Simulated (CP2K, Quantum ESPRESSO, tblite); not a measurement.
# Codes compared on C(110) slab, H on the bottom face, stepped (156 atoms)

Aim: run C(110) slab, H on the bottom face, stepped (156 atoms) in several programs and set results and cost side by side. A plane-wave run serves as the reference.

Main program and level: Quantum ESPRESSO 7.5; Kohn-Sham DFT, PBE, SSSP efficiency 1.3.0 pseudopotentials, plane waves.

## (1) The structure

The cell holds 156 atoms: 132 C and 24 H. Its edges and angles: a = 10.089 Å, b = 10.701 Å, c = 17.196 Å, α = 90.0°, β = 90.0°, γ = 90.0°. It derives from C (diamond-structure). Diamond-structure C (a = 3.567 Å), (110) slab of 6 atomic planes, 4 x 3 surface cells, H on the broken bonds of the bottom face, 10 Å of vacuum; the top repeat layer removed from part of the cell (two steps); displaced by a Gaussian of 0.02 Å. Then every atom was moved at random, 0.03 Å r.m.s. a Cartesian component (hydrogen 0.6 of that). Regions: slab, 132 atoms (132 C); hydrogen, 24 atoms (24 H). Vacuum lies along c.

## (2) Reference: Quantum ESPRESSO, plane waves

File pw.in:

```
&control
  calculation = 'scf'
  pseudo_dir = './pseudo'
  outdir = './tmp'
  disk_io = 'none'
  tprnfor = .true.
/
&system
  ibrav = 0
  nat = 156
  ntyp = 2
  ecutwfc = 60
  ecutrho = 480
  nosym = .true.
  occupations = 'smearing'
  smearing = 'fd'
  degauss = 0.003675
/
&electrons
  conv_thr = 7.8e-07
  electron_maxstep = 100
  mixing_beta = 0.2
  mixing_mode = 'local-TF'
  diagonalization = 'david'
/
ATOMIC_SPECIES
C 12.011 C.upf
H 1.008 H.upf
CELL_PARAMETERS angstrom
10.08900 0.00000 0.00000
0.00000 10.70100 0.00000
0.00000 0.00000 17.19561
ATOMIC_POSITIONS crystal
C 0.87196 0.17091 0.34335
C 0.00066 0.08152 0.34223
C 0.99597 0.00215 0.41602
C 0.87532 0.25287 0.41632
C 0.87985 0.15922 0.48872
C 0.00121 0.08371 0.48807
C 0.00186 0.00265 0.56040
C 0.87628 0.25236 0.56130
C 0.87926 0.16786 0.63163
C 0.00226 0.07878 0.63837
C 0.99995 0.00438 0.71230
C 0.12324 0.17155 0.34339
[... 140 atom lines left out ...]
H 0.37302 0.89394 0.29169
H 0.50107 0.69547 0.29073
H 0.62676 0.89277 0.29185
H 0.74791 0.69290 0.29140
K_POINTS gamma
```

Started as:

```
> OMP_NUM_THREADS=1 mpirun -np 4 pw.x -in pw.in > output.txt
```

Output:

```text
Program PWSCF
     gamma-point specific algorithms are used
     one sub-group per band group will be used
     scalapack distributed-memory algorithm (size of sub-group:  2*  2 procs)
     Parallelization info
     sticks:   dense  smooth     PW     G-vecs:    dense   smooth      PW
     Min        3677    1839    462               556231   196663   24586
     Max        3680    1842    464               556240   196666   24588
     Sum       14717    7361   1851              2224943   786657   98347
     bravais-lattice index     =            0
     lattice parameter (alat)  =      19.0654  a.u.
     unit-cell volume          =   12528.1422 (a.u.)^3
     number of atoms/cell      =          156
     number of atomic types    =            2
     number of electrons       =       552.00
[... lines left out ...]
     scf convergence threshold =      7.8E-07
[... lines left out ...]
     number of k points=     1  Fermi-Dirac smearing, width (Ry)=  0.0037
[... lines left out ...]
     total energy              =   -2459.85233233 Ry
[... lines left out ...]
     total energy              =   -2456.55330578 Ry
[... lines left out ...]
     total energy              =   -2457.19086457 Ry
[... lines left out ...]
     c_bands:  1 eigenvalues not converged
[... lines left out ...]
     total energy              =   -2457.09485076 Ry
[... lines left out ...]
     total energy              =   -2457.09485286 Ry
     estimated scf accuracy    <       0.00000253 Ry
     iteration # 25     ecut=    60.00 Ry     beta= 0.20
     negative rho (up, down):  8.607E-04 0.000E+00
     End of self-consistent calculation
          k = 0.0000 0.0000 0.0000 ( 49174 PWs)   bands (ev):
   -18.3386 -17.3737 -17.3163 -17.2385 -17.2182 -16.7830 -16.2982 -16.2878
   -16.2391 -16.1839 -15.8351 -15.7456 -15.6532 -15.6378 -14.8187 -14.8015
   -14.7289 -14.6579 -14.6374 -14.4649 -14.3291 -14.0234 -13.8953 -13.8474
[...]
8.5048   8.5143   8.5990   8.7473   8.8371   8.8978   8.9593   8.9630
     8.9898   9.0001   9.0104   9.0520   9.1239   9.1447   9.1498   9.2885
     9.3295   9.3608   9.4362
     the Fermi energy is     3.1810 ev
!    total energy              =   -2457.09485450 Ry
     estimated scf accuracy    <       0.00000054 Ry
     smearing contrib. (-TS)   =      -0.01433294 Ry
     internal energy E=F+TS    =   -2457.08052155 Ry
     The total energy is F=E-TS. E is the sum of the following terms:
     one-electron contribution =  -16975.13545459 Ry
     hartree contribution      =    8699.43835498 Ry
     xc contribution           =    -630.11818343 Ry
     ewald contribution        =    7262.41610976 Ry
     one-center paw contrib.   =    -813.68134828 Ry
     convergence has been achieved in  25 iterations
     negative rho (up, down):  8.607E-04 0.000E+00
     Forces acting on atoms (cartesian axes, Ry/au):
     atom    1 type  1   force =     0.02800180   -0.12313780   -0.00120065
     atom    2 type  1   force =    -0.04276406    0.13367129    0.05841134
     atom    3 type  1   force =     0.07826138   -0.02684958   -0.04216554
[...]
atom  155 type  2   force =    -0.00612728    0.02313646   -0.03986612
     atom  156 type  2   force =     0.00670996   -0.01720154   -0.03477075
     Total force =     1.495389     Total SCF correction =     0.001406
     Message from routine punch:
     Nothing written, as per user request (disk_io='none')
```

Wall time 7.5 min (4 MPI ranks of Arm Neoverse V2, shared host); peak memory 8.9 GiB.

Banners, paths, timers and routine set-up lines are dropped from the logs unmarked, and long logs keep their key lines alone; longer cuts are marked.

Numbers from this run:

- r.m.s. force component: 1.777 eV/Å
- longest force: 6.825 eV/Å

## (3) Structure statistics

Normalised to the volume that the atoms fill. g(r), total and by pair (bins of 0.2 Å):

| r (Å) | total | C-C | C-H | H-H |
| --- | --- | --- | --- | --- |
| 1.00 | 0.52 | 0.00 | 1.98 | 0.00 |
| 1.20 | 0.16 | 0.00 | 0.59 | 0.00 |
| 1.40 | 0.59 | 0.83 | 0.00 | 0.00 |
| 1.60 | 2.67 | 3.73 | 0.00 | 0.00 |
| 1.80 | 0.10 | 0.00 | 0.00 | 4.33 |
| 2.00 | 0.12 | 0.00 | 0.03 | 4.83 |
| 2.20 | 0.49 | 0.00 | 1.90 | 0.00 |
| 2.40 | 1.15 | 1.43 | 0.02 | 4.98 |
| 2.60 | 2.67 | 3.19 | 1.01 | 5.60 |
| 2.80 | 0.62 | 0.32 | 1.50 | 0.00 |
| 3.00 | 2.16 | 2.94 | 0.24 | 0.00 |
| 3.20 | 0.05 | 0.00 | 0.18 | 0.00 |
| 3.40 | 0.34 | 0.09 | 1.05 | 0.00 |
| 3.60 | 0.81 | 0.99 | 0.14 | 2.62 |
| 3.80 | 0.82 | 1.13 | 0.06 | 0.00 |
| 4.00 | 0.71 | 0.59 | 0.92 | 2.03 |
| 4.20 | 0.38 | 0.17 | 0.98 | 0.08 |
| 4.40 | 2.09 | 2.45 | 0.85 | 5.17 |
| 4.60 | 1.15 | 1.40 | 0.57 | 0.00 |
| 4.80 | 0.11 | 0.11 | 0.11 | 0.00 |
| 5.00 | 0.83 | 0.78 | 0.95 | 1.31 |
| 5.20 | 1.07 | 1.21 | 0.68 | 1.25 |
| 5.40 | 0.65 | 0.48 | 1.17 | 0.00 |
| 5.60 | 0.91 | 1.20 | 0.21 | 0.00 |
| 5.80 | 0.59 | 0.67 | 0.32 | 0.97 |
| 6.00 | 0.19 | 0.08 | 0.51 | 0.00 |
| 6.20 | 0.54 | 0.42 | 0.67 | 2.52 |
| 6.40 | 0.92 | 0.90 | 0.97 | 0.80 |

Bonds by pair of elements; cutoffs follow the first minimum of g(r), held within bounds set by covalent radii, and pairs that aren't listed don't count as bonded (cutoffs were set anew for this text, so counts can differ from the run's own analysis):

| pair A-B | cutoff (Å) | bonds | mean length (Å) | spread (Å) | shortest (Å) | B about A | A about B |
| --- | --- | --- | --- | --- | --- | --- | --- |
| C-C | 1.85 | 237 | 1.55 | 0.046 | 1.41 | 3.59 | 3.59 |
| C-H | 1.34 | 24 | 1.08 | 0.026 | 1.04 | 0.182 | 1 |

How many atoms have how many bonded neighbours:

| element | mean | 1 | 2 | 3 | 4 |
| --- | --- | --- | --- | --- | --- |
| C | 3.77 | 0 | 6 | 18 | 108 |
| H | 1 | 24 | 0 | 0 | 0 |

Rings of the network by King's shortest-path rule, up to 12 atoms, one path for each pair of neighbours; H, halogens, alkali and alkaline-earth atoms are left out, and the last column divides by all other atoms, bonded or not:

| ring size (atoms) | rings | per network atom |
| --- | --- | --- |
| 6 | 181 | 1.37 |
| 8 | 6 | 0.045 |
| 10 | 6 | 0.045 |

## (4) The other programs

The programs:
- CP2K 2026.2: Gaussian basis with GTH pseudopotentials and a plane-wave density; labels give functional, basis (MOLOPT sets; SR short-range, UZH the newer set with its own potentials), grid cutoff/relative cutoff and solver (OT: orbital transformation; TRS4, TC2, SIGN: linear-scaling purification with its sparsity filter), or its built-in tight binding.
- tblite 0.8.0: extended tight binding, driven from Python.

All use the same cell and atoms; the electronic-structure runs use the same k-mesh, and an electronic temperature of 580 K (0.05 eV) where levels are smeared.

Differences are against the plane-wave reference, forces as r.m.s. over components; share is that over the reference's r.m.s. force, slope the least-squares factor from reference forces to these. Total energies of different programs have different zeros and aren't compared.

| run | Δ force, r.m.s. (meV/Å) | share (%) | slope | cores | CPU time | memory (GiB) |
| --- | --- | --- | --- | --- | --- | --- |
| reference | - | - | - | 4 | 30 min | 8.9 |
| CP2K PBE+D3, DZVP-UZH, 450/50 Ry, diagonalisation | 46.3 | 2.61 | 1.019 | 4 | 16 min | 4.9 |
| CP2K PBE, DZVP-UZH, 157/50 Ry, diagonalisation (coarse) | 163 | 9.18 | 1.019 | 4 | 14 min | 2.0 |
| CP2K PBE, DZVP-UZH, 315/50 Ry, diagonalisation (coarse) | 46.9 | 2.64 | 1.019 | 4 | 17 min | 3.4 |
| CP2K PBE, DZVP-UZH, 450/50 Ry, diagonalisation | 45.7 | 2.57 | 1.019 | 4 | 16 min | 4.8 |
| CP2K PBE, SZV-MOLOPT-SR, 450/50 Ry, diagonalisation (coarse) | 601 | 33.8 | 1.274 | 2 | 6.4 min | 3.6 |
| CP2K PBEsol, PBE potentials, DZVP-UZH, 450/50 Ry, diagonalisation | 98.2 | 5.53 | 1.026 | 4 | 16 min | 4.8 |
| tblite GFN2-xTB | 286 | 16.1 | 0.972 | 1 | 11 s | 0.14 |

Rows marked coarse were listed beforehand as settings not expected to be converged; some can still land near the reference.

CPU time is summed over cores on a shared host, where runs went side by side, so it is rough. Symmetry, cutoffs, thresholds, outputs and thread counts weren't matched or tuned between programs; memory under MPI is the largest rank's times the ranks.

Mean charges by element (e), by run and scheme:

| run | scheme | C | H |
| --- | --- | --- | --- |
| CP2K PBE+D3, DZVP-UZH, 450/50 Ry, diagonalisation | Mulliken | -0.01 | +0.08 |
| CP2K PBE+D3, DZVP-UZH, 450/50 Ry, diagonalisation | Hirshfeld | -0.01 | +0.04 |
| CP2K PBE, DZVP-UZH, 315/50 Ry, diagonalisation | Mulliken | -0.01 | +0.08 |
| CP2K PBE, DZVP-UZH, 315/50 Ry, diagonalisation | Hirshfeld | -0.01 | +0.04 |
| CP2K PBE, DZVP-UZH, 450/50 Ry, diagonalisation | Mulliken | -0.01 | +0.08 |
| CP2K PBE, DZVP-UZH, 450/50 Ry, diagonalisation | Hirshfeld | -0.01 | +0.04 |
| CP2K PBEsol, PBE potentials, DZVP-UZH, 450/50 Ry, diagonalisation | Mulliken | -0.02 | +0.09 |
| CP2K PBEsol, PBE potentials, DZVP-UZH, 450/50 Ry, diagonalisation | Hirshfeld | -0.01 | +0.04 |
| tblite GFN2-xTB | Mulliken | -0.01 | +0.04 |

Within one program, basis, potentials and functional, energies share a zero. Each run against its twin at the usual cutoff or grid and solver:

| run | twin | Δ energy (meV/atom) | Δ force, r.m.s. (meV/Å) | CPU time over the twin's |
| --- | --- | --- | --- | --- |
| CP2K PBE, DZVP-UZH, 157/50 Ry, diagonalisation | DZVP-UZH, 450/50 Ry, diagonalisation | 0.105 | 158 | 0.87 |
| CP2K PBE, DZVP-UZH, 315/50 Ry, diagonalisation | DZVP-UZH, 450/50 Ry, diagonalisation | -0.0312 | 8.05 | 1.1 |

## (5) Outcome

| Quantity | Value |
| --- | --- |
| reference r.m.s. force component | 1.78 eV/Å |
| nearest in forces | a tie at 2.6 % of 3 runs: CP2K PBE+D3, DZVP-UZH, 450/50 Ry, diagonalisation; CP2K PBE, DZVP-UZH, 315/50 Ry, diagonalisation (coarse); CP2K PBE, DZVP-UZH, 450/50 Ry, diagonalisation |
| farthest in forces | CP2K PBE, SZV-MOLOPT-SR, 450/50 Ry, diagonalisation (coarse), 34 % |
| cheapest electronic-structure run beside the reference | tblite GFN2-xTB, 11 s of CPU time |

In words: The PBE run in local orbitals, coarse settings apart, differs by 2.6 % (CP2K PBE, DZVP-UZH, 450/50 Ry, diagonalisation); basis, grid and potentials can all enter. Tight binding differs by 16 % (tblite GFN2-xTB); it is another model, with fitted parameters of its own, and the xTB methods hold dispersion. Rows with another functional or a dispersion term differ by 2.6 % (CP2K PBE+D3, DZVP-UZH, 450/50 Ry, diagonalisation) to 5.5 % (CP2K PBEsol, PBE potentials, DZVP-UZH, 450/50 Ry, diagonalisation), which mixes the change of model with differences of basis and potentials, some of them made for another functional. Runs with settings chosen to be coarse differ by 2.6 % (CP2K PBE, DZVP-UZH, 315/50 Ry, diagonalisation) to 34 % (CP2K PBE, SZV-MOLOPT-SR, 450/50 Ry, diagonalisation), their programs' other errors included. Of the electronic-structure runs that take under half the reference's CPU time, CP2K PBE, DZVP-UZH, 157/50 Ry, diagonalisation comes nearest, at 9.2 % in 14 min against 30 min. CP2K PBE, SZV-MOLOPT-SR, 450/50 Ry, diagonalisation stiffens the forces by a factor of 1.27 while following their directions (correlation 0.988); the slopes of the 6 CP2K runs lie between 1.02 and 1.27. Charges hang on model, scheme and program or settings: among these rows the mean for H runs from +0.04 to +0.09 e. In the reference: levels near the Fermi energy are neither full nor empty under the smearing, so no gap is quoted. In the reference: By these cutoffs 82 % of C atoms have 4 and all H atoms have 1 bonded neighbour. Periodic xTB results under one method name differ between programs and library versions. The runs have no spin polarisation, so any moments at edges, vacancies or dangling bonds can't form. The electronic-structure runs sample only Γ, in a cell whose shortest periodic width is 10 Å, which is coarse for a cell with partly filled levels.

[Also dropped from logs without a mark: logging warnings of Python, and SIESTA's first energy breakdown and zero terms.]

[Logs are printed without paths, hosts, clocks, repeated set-up lines and the standing remarks that a program may print on its own settings, such as how far it seeks lower states.]

[Hosts, paths, dates, database ids (printed as entryN), source tags and the programs' standing remarks are cut or masked in the printed files.]
